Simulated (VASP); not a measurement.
Set up this calculation in VASP 6.6.1, as the native input.

```
Task                   : band structure
Functional             : r2SCAN
Potentials or basis    : VASP PAW PBE potentials, release 64 (Mo_sv, Se)
Cutoff                 : 520 eV
k mesh                 : 9 × 9 × 2
Occupations            : gaussian, width 0.03 eV
Spin                   : no spin polarisation
Further INCAR settings : ALGO = Normal; EDIFF = 1e-06; NBANDS = 35
```

The structure of MoSe2 lies in POSCAR:

```
MoSe2                                   
1.0
    3.2786626285      0.0000000000      0.0000000000
   -1.6393313142      2.8394051267      0.0000000000
    0.0000000000      0.0000000000     12.7250115930
  Mo              Se            
     2     4
Direct
     0.3333333332999970    0.6666666667000030    0.2500000000000000
     0.6666666667000030    0.3333333332999970    0.7500000000000000
     0.3333333332999970    0.6666666667000030    0.6183309793776672
     0.6666666667000030    0.3333333332999970    0.1183309793776672
     0.3333333332999970    0.6666666667000030    0.8816690206223328
     0.6666666667000030    0.3333333332999970    0.3816690206223328
```

These files were run (other wordings do the same):

INCAR

```
SYSTEM = MoSe2
ALGO = Normal
EDIFF = 1E-6
ENCUT = 520
ISIF = 2
ISMEAR = 0
KPAR = 4
LASPH = .True.
LCHARG = .False.
LMAXMIX = 4
LMIXTAU = .True.
LREAL = .False.
LWAVE = .False.
METAGGA = R2SCAN
NBANDS = 35
NELM = 80
PREC = Accurate
SIGMA = 0.03
```

KPOINTS

```
k-points
0
Gamma
  9 9 2
  0 0 0
```

KPOINTS_OPT

```
explicit points
258
Reciprocal
 0.0000000000  0.0000000000  0.0000000000 1
 0.0263157895  0.0000000000  0.0000000000 1
 0.0526315789  0.0000000000  0.0000000000 1
 0.0789473684  0.0000000000  0.0000000000 1
 0.1052631579  0.0000000000  0.0000000000 1
 0.1315789474  0.0000000000  0.0000000000 1
[... 250 lines left out ...]
 0.5000000000  0.0000000000  0.0718584600 1
 0.5000000000  0.0000000000 -0.0718584600 1
```

Potentials or basis: VASP PAW PBE potentials, release 64 (Mo_sv, Se).

Command:

```bash
$ cat potpaw_PBE.64/Mo_sv/POTCAR potpaw_PBE.64/Se/POTCAR > POTCAR
$ mpirun -np 4 vasp_std > vasp.out
```

It gave:

```json
{
  "Pressure": "2.7 GPa",
  "Largest force": "0.271 eV/Å",
  "Band gap on the k mesh": "0.96 eV, indirect (least direct gap 1.56 eV)",
  "Band gap along the path": "0.85 eV, indirect (least direct gap 1.56 eV)"
}
```

Caveat: the PAW data sets were made with another functional, which shifts forces and pressure a little; the mesh misses the band edges, which the band path finds closer together; the cell's inner coordinates are idealised or old, which leaves forces on the atoms.

Run time: 4 min on 4 MPI ranks on Intel(R) Xeon(R) Platinum 8559C (Emerald Rapids), on a shared host, peak memory 0.32 GiB a rank.
